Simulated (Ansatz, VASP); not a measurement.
## CdSe (Cadmoselite) in VASP and in Ansatz

```xyz
4
Lattice="4.2046 0.0000 0.0000 -2.1023 3.6413 0.0000 0.0000 0.0000 7.0070" Properties=species:S:1:pos:R:3 pbc="T T T"
Cd    0.0000    2.4275    0.0494
Cd    2.1023    1.2138    3.5530
Se    0.0000    2.4275    2.6483
Se    2.1023    1.2138    6.1518
```

Change from the starting cell: film at in-plane strain -0.01.

Alike in both runs: task single point; functional LDA; k mesh 6 × 6 × 4; no spin polarisation.

|  | VASP | Ansatz |
| --- | --- | --- |
| version | VASP 6.6.1 | Ansatz 0.2.0 |
| potentials or method | VASP PAW LDA potentials, release 64 (Cd, Se), cutoff 520 eV | all-electron LAPW, scalar-relativistic |
| occupations | gaussian, width 0.01 eV | fixed |

```csv
,VASP,Ansatz,Ansatz less VASP
gap on the k mesh at the Fermi level (eV),0.47,0.44,-0.035
pressure (GPa),1.1,0.6,-0.50
largest component of the traceless stress (GPa),0.64,0.64,-0.003
```

Ansatz ran all-electron here, so the differences hold the error of VASP's frozen core and of both bases.
